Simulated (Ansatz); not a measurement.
Starting cell, ZrO2 (tetragonal-ZrO2 type, space group P4_2/nmc):

```
ZrO2
1.0
    3.62104     0.00000     0.00000
    0.00000     3.62104     0.00000
    0.00000     0.00000     5.28279
Zr O
2 4
Direct
  0.00000   0.00000   0.00000
  0.50000   0.50000   0.50000
  0.00000   0.50000   0.19278
  0.00000   0.50000   0.69278
  0.50000   0.00000   0.30722
  0.50000   0.00000   0.80722
```

A phonon eigenvector at Γ is frozen into this cell: atom i moves by Q times the vector below, so Q is the largest atomic displacement, in Å. The cell is held.

```tsv
atom	x	y	z
Zr1	0.000	0.000	-0.351
Zr2	0.000	0.000	-0.351
O3	0.000	0.000	1.000
O4	0.000	0.000	1.000
O5	0.000	0.000	1.000
O6	0.000	0.000	1.000
```

Method: PBE (plane waves to 420 eV, PAW, scalar-relativistic; Ansatz, a program for electronic structure). k mesh 9×9×6 (Γ-centred), Fermi-Dirac smearing 0.05 eV. Energies are smeared free energies. This is a high-temperature form of ZrO2. ZrO2 is run without spin polarisation. ZrO2 was relaxed with its symmetry unable to fall. ΔE is measured from the undisplaced structure.

Q: Predict the ΔE (meV/cell) at Q (Å) = -0.233, -0.187, -0.093, -0.047, 0.093, 0.140, 0.187, 0.233.

A: 
```tsv
Q (Å)	ΔE (meV/cell)
-0.233	831
-0.187	542
-0.093	140
-0.047	35
0.093	140
0.140	310
0.187	542
0.233	831
```

(For displaced atoms, the force is minus the slope of the energy, and its curvature is a force constant, which sets phonon frequencies.)
